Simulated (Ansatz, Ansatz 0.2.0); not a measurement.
# Lattice constants of Lu2CoGa8: PBEsol and r2SCAN relaxations with LDA convergence tests

## The question

The reference comes from "Anisotropic magnetization studies of $R_2 Co Ga_8$ (R = Gd, Tb, Dy, Ho, Er, Tm, Y and Lu) single crystals" (2008, arXiv:0801.4518). Flux-grown crystals were crushed, and the lattice constants of the tetragonal cell were obtained by Rietveld refinement of powder X-ray diffraction data. For the lutetium compound this gives $a = 4.181$ Å and $c = 10.903$ Å. The longer constant stands in a column misprinted as $b$; the cell volume and the ratio $c/a$ confirm that it is $c$. The temperature of the diffraction measurement is not given with the values.

| compared with | measured | source's wording or label | method |
| --- | --- | --- | --- |
| a (Å) | 4.181 | a | powder XRD, Rietveld |
| c (Å) | 10.903 | c (column misprinted as b) | powder XRD, Rietveld |

Conditions are those given with the value in the passage it was taken from; "not stated" means there, and the paper may say more elsewhere. The values are a selection: others may have been left out beforehand as unlike or outlying.

## How to go about it

We want both lattice constants of Lu2CoGa8 within 1 % of experiment. That is about 0.04 Å in $a$ and 0.11 Å in $c$, tight enough to expose the overbinding usual for LDA in intermetallics, yet wide enough to accommodate the few tenths of a per cent by which thermal and zero-point motion typically expand such a metal beyond the static cell. Judging $a$ and $c$ separately keeps an error in the layer stacking from hiding behind a good volume.

The model is the 11-atom $P4/mmm$ cell, one formula unit, with cell and atoms relaxed. Lutetium has a filled f shell and cobalt carries no local moment here, so we calculate without spin polarisation. The relaxation starts from the measured lattice constants and preserves the symmetry; it tests whether a functional holds that cell, not whether a lower-symmetry distortion exists.

PBEsol is our main level, since it was built for equilibrium geometries of dense solids. We skip LDA as a candidate because we expect it to make the cell too small, but we intend to use it for tests of cutoff and k mesh. Such tests bear only indirectly on PBEsol. r2SCAN serves as the neighbouring level for scale.

Plain PBE isn't shown in this study.

System: Lu2CoGa8, tetragonal Ho2CoGa8 type; P4/mmm (No. 123), 11 atoms in the primitive cell; the database structure is a database entry's sites in a cell taken from published measurements: a = 4.181 Å, c = 10.903 Å; structure from the Materials Project.

On the selection of runs and values: Further runs on this system are not shown.

## 1. PBEsol with r2SCAN for scale

We relax the cell with PBEsol on the 8x8x4 mesh and repeat the relaxation with r2SCAN on the same mesh. We expect PBEsol to come out slightly short in both directions, as a static cell should, and r2SCAN to be somewhat larger. The comparison will also show whether the choice of functional acts evenly on $a$ and $c$ or mainly along the stacking direction.

**Run 1.** Ansatz 0.2.0: PBEsol, cell and atoms relaxed from the database structure, PAW set soft_2, cutoff 420 eV (default), 8x8x4 k mesh, Gaussian smearing 0.1 eV.

Key lines of the input:
```
crystal:
  # lattice and atoms
kpoints:
  mp_grid: { grid: [8, 8, 4] }
hamiltonian:
  xc: pbesol
scf:
  occupations: { method: gaussian, width: 0.1 }
output:
  forces: true
  stress: true
relax:
  adjacent_minimum: "off"
  f_tol: 0.005
  max_steps: 60
  cell: { stress_tol: 0.03 }
```

Command:
```
ansatz run input.yaml --threads 4 --pin off --max-ram 16384MiB --backend cpu --events-out ev --progress --plain --runs-dir out
```

Selected lines of the output:
```
    - [4.121757401789691, 0.0, 0.0]
    - [0.0, 0.0, 10.800045427236116]
```

Converged; 2.3 min on 4 cores of Arm Neoverse V2, shared host.

**Run 2.** Ansatz 0.2.0: r2SCAN, cell and atoms relaxed from the database structure, PAW set soft_2, cutoff 500 eV (default), 8x8x4 k mesh, Gaussian smearing 0.1 eV.

Key lines of the input, as changed from run 1:
```diff
  hamiltonian:
-   xc: pbesol
+   xc: r2scan
```

Selected lines of the output:
```
    - [4.144069752214081, 0.0, 0.0]
    - [0.0, 0.0, 10.857863880711891]
```

Converged; 4.1 min on 4 cores of Arm Neoverse V1, shared host.

| quantity | run 1 | run 2 | measured |
| --- | --- | --- | --- |
| a (Å) | 4.122 | 4.144 | 4.181 |
| c (Å) | 10.800 | 10.858 | 10.903 |
| conventional cell volume (Å³) | 183.48 | 186.47 |  |

PBEsol contracts the cell more than we expected. Its $a$ is 1.4 % below experiment and misses the target, while $c$, 0.9 % short, passes narrowly. With r2SCAN both constants are within 1 %: $c$ comfortably at 0.4 % short, $a$ only narrowly at 0.9 % short.

The change of functional acts almost evenly, lengthening both axes by about 0.5 %. The ratio $c/a$ therefore stays at 2.62 in both runs, against 2.608 from the measured constants. The two functionals differ in overall size but share an error in shape, with the basal plane too short relative to the stacking axis.

## 2. Cutoff and in-plane mesh with LDA

The margin of r2SCAN in $a$ is about 0.005 Å, so small numerical errors matter. The shared error in $c/a$ also raises the question of whether the in-plane k mesh is dense enough. We therefore relax the cell with LDA at the default cutoff, then once with the cutoff raised to 590 eV and once with a 10x10x4 mesh, changing one setting at a time. The PAW set is the same, but the test is made for LDA and can only suggest how sensitive the r2SCAN cell is. We expect both shifts to be well below the difference between PBEsol and r2SCAN, and the LDA cell itself to be smaller than either.

**Run 3.** Ansatz 0.2.0: LDA, cell and atoms relaxed from the database structure, PAW set soft_2, cutoff 420 eV (default), 8x8x4 k mesh, Gaussian smearing 0.1 eV.

Key lines of the input, as changed from run 1:
```diff
  hamiltonian:
-   xc: pbesol
+   xc: lda
```

Selected lines of the output:
```
    - [4.070220802987349, 0.0, 0.0]
    - [0.0, 0.0, 10.66902112264237]
```

Converged; 2.2 min on 4 cores of Arm Neoverse V2, shared host.

**Run 4.** Ansatz 0.2.0: LDA, cell and atoms relaxed from the database structure, PAW set soft_2, cutoff 590 eV, 8x8x4 k mesh, Gaussian smearing 0.1 eV.

Key lines of the input, as changed from run 3:
```diff
+ basis:
+   ecutwfc: 590.0
```

Selected lines of the output:
```
    - [4.069912938865753, 0.0, 0.0]
    - [0.0, 0.0, 10.668291794685782]
```

Converged; 6.9 min on 4 cores of Arm Neoverse N1, shared host.

**Run 5.** Ansatz 0.2.0: LDA, cell and atoms relaxed from the database structure, PAW set soft_2, cutoff 420 eV (default), 10x10x4 k mesh, Gaussian smearing 0.1 eV.

Key lines of the input, as changed from run 3:
```diff
  kpoints:
-   mp_grid: { grid: [8, 8, 4] }
+   mp_grid: { grid: [10, 10, 4] }
```

Selected lines of the output:
```
    - [4.069688311888979, 0.0, 0.0]
    - [0.0, 0.0, 10.65639343554794]
```

Converged; 6.5 min of wall time.

| quantity | run 3 | run 4 | run 5 | measured |
| --- | --- | --- | --- | --- |
| a (Å) | 4.070 | 4.070 | 4.070 | 4.181 |
| c (Å) | 10.669 | 10.668 | 10.656 | 10.903 |
| conventional cell volume (Å³) | 176.75 | 176.71 | 176.50 |  |

LDA makes the cell much too small, with $a$ 2.6 % and $c$ 2.1 % below experiment, so both constants miss the target.

Raising the cutoff changes $a$ by 0.0003 Å and $c$ by 0.0007 Å, no more than the stress threshold of the relaxations allows. The denser in-plane mesh likewise leaves $a$ almost unchanged but shortens $c$ by 0.013 Å, about a fifth of the difference between PBEsol and r2SCAN in that constant. That is still well below the difference, as expected, but it appears along the axis whose own mesh division stayed the same. It lowers $c/a$ from 2.621 to 2.618, which removes only a small part of the excess over the measured ratio.

For r2SCAN, the LDA tests give no sign of a numerical error in $a$ large enough to use up its margin of 0.005 Å, though they do not establish convergence for r2SCAN itself. The narrow PBEsol pass in $c$ is less secure: its margin is 0.006 Å, and a mesh shift like that found with LDA would turn it into a miss. Whether PBEsol responds in the same way is not shown in this report.

## The runs side by side

| run | settings | a (Å) | deviation | c (Å) | deviation | cost |
| --- | --- | --- | --- | --- | --- | --- |
| 1 | PBEsol, cutoff 420 eV (default), 8x8x4 k mesh | 4.122 | −0.059 (−1.4 %) | 10.800 | −0.103 (−0.9 %) | 9.1 core-min |
| 2 | r2SCAN, cutoff 500 eV (default), 8x8x4 k mesh | 4.144 | −0.037 (−0.9 %) | 10.858 | −0.045 (−0.4 %) | 17 core-min |
| 3 | LDA, cutoff 420 eV (default), 8x8x4 k mesh | 4.070 | −0.111 (−2.6 %) | 10.669 | −0.234 (−2.1 %) | 8.8 core-min |
| 4 | LDA, cutoff 590 eV, 8x8x4 k mesh | 4.070 | −0.111 (−2.7 %) | 10.668 | −0.235 (−2.2 %) | 28 core-min |
| 5 | LDA, cutoff 420 eV (default), 10x10x4 k mesh | 4.070 | −0.111 (−2.7 %) | 10.656 | −0.247 (−2.3 %) | 26 core-min |
|  | measured | 4.181 |  | 10.903 |  |  |

Further runs on the same system, made beside this series (convergence steps with loose settings among them):

| further | settings | a (Å) | deviation | c (Å) | deviation | cost |
| --- | --- | --- | --- | --- | --- | --- |
| F1 | r2SCAN+rVV10, cutoff 500 eV (default), 8x8x4 k mesh | 4.125 | −0.056 (−1.3 %) | 10.812 | −0.091 (−0.8 %) | 21 core-min |
| F2 | PBEsol+D3(BJ), cutoff 420 eV (default), 8x8x4 k mesh | 4.064 | −0.117 (−2.8 %) | 10.661 | −0.242 (−2.2 %) | 19 core-min |
| F3 | BLYP+D3(BJ), cutoff 420 eV (default), 8x8x4 k mesh | 4.142 | −0.039 (−0.9 %) | 10.854 | −0.049 (−0.5 %) | 14 core-min |
| F4 | LDA, cutoff 420 eV (default), 4x4x2 k mesh | 4.087 | −0.094 (−2.3 %) | 10.644 | −0.259 (−2.4 %) | 2.6 core-min |
|  | measured | 4.181 |  | 10.903 |  |  |

## What the runs support

PBEsol, the level we committed to, misses the target: $c$ passes narrowly at 0.9 % short, but $a$ is 1.4 % short. r2SCAN, run for scale, meets both limits for 17 core-minutes, with $a$ 0.9 % and $c$ 0.4 % short. Its pass in $a$ is too narrow to rank levels on.

BLYP+D3(BJ) gives almost the same cell as r2SCAN for 14 core-minutes. We would not read this as support, since BLYP tends to make metals too large and the dispersion term probably offsets that. Adding dispersion to PBEsol or r2SCAN shortens both axes and worsens the agreement; r2SCAN+rVV10 misses in $a$.

The LDA tests showed the cutoff to be harmless and the k mesh to matter more, mainly for $c$. The coarse 4x4x2 mesh also shifts $a$ by 0.017 Å, so it is unsuitable for a margin as thin as that of r2SCAN. Such checks are shown here only for LDA, and a denser division along $c$ is not shown in this report.

Thermal and zero-point expansion, typically a few tenths of a per cent, has the right sign. It could account for most of the r2SCAN error in $c$, but probably only part of that in $a$, and it leaves much of the PBEsol error in $a$ unexplained. On the 8x8x4 mesh, every level shown also gives too large a $c/a$, which an even expansion would not correct. Runs 1 to 5 share one PAW set, so its description of lutetium or cobalt may contribute; that is a conjecture, and the cause of the short basal plane remains open.

[Logs are printed without paths, hosts, clocks, repeated set-up lines and the standing remarks that a program may print on its own settings, such as how far it seeks lower states.]

[The runs shown are a pick from a larger set of finished runs; failed, doubtful and other runs were left out of it ahead of writing. So were measured values far from every level or from commonly accepted values, and agreement can look better than it is. Lines of input and output are excerpts and may be shortened.]
